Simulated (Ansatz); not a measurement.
# C: the cost of one run

Program: Ansatz 0.2.0. Level of theory: DFT PBE, scalar-relativistic, plane waves, PAW. These are calculated values, not measurements.

### Step 1. The starting structure

The structure is orthorhombic, space group Fmmm (No. 69). The conventional cell has a = 2.456 Å, b = 4.254 Å, c = 6.696 Å, α = 90.00°, β = 90.00°, γ = 90.00°. C (site symmetry m2m) has 3 C at 1.42 Å as nearest neighbours.

Coordinates:

```
C
1.0
     0.00000    2.12700    3.34800
     1.22800    0.00000    3.34800
     1.22800    2.12700    0.00000
C
2
Direct
  0.16667 0.83333 0.16667
  0.83333 0.16667 0.83333
```

The structure comes from the Crystallography Open Database.

(A quick probe on a coarse mesh, which set the mesh and smearing, is not shown.)

### Step 3. Full relaxation

The input, input.yaml:

```yaml
crystal:
  lattice:
    - [0.0, 2.127, 3.348]
    - [1.228, 0.0, 3.348]
    - [1.228, 2.127, 0.0]
  atoms:
    - { symbol: C, position: [0.16667, 0.83333, 0.16667] }
    - { symbol: C, position: [0.83333, 0.16667, 0.83333] }
basis:
  ecutwfc: 520.0
kpoints:
  mp_grid: { grid: [14, 14, 14] }
hamiltonian:
  xc: pbe
  pseudopotentials: { kind: paw, azcp: { folder: soft_1 } }
scf:
  occupations: { method: gaussian, width: 0.02 }
output:
  forces: true
  stress: true
  eigenvalues: true
relax:
  adjacent_minimum: "off"
  f_tol: 0.005
  max_steps: 80
  cell: { stress_tol: 0.05 }
```

The run is started by

```bash
ansatz run input.yaml --threads 4 --pin off --max-ram 8192MiB --backend cpu --events-out ev --progress --plain --runs-dir out
```

**Question.** How long does this run take on 4 threads of Arm Neoverse N1, shared host, and how much memory does it need?

About 39 s, with a peak of 0.41 GiB.
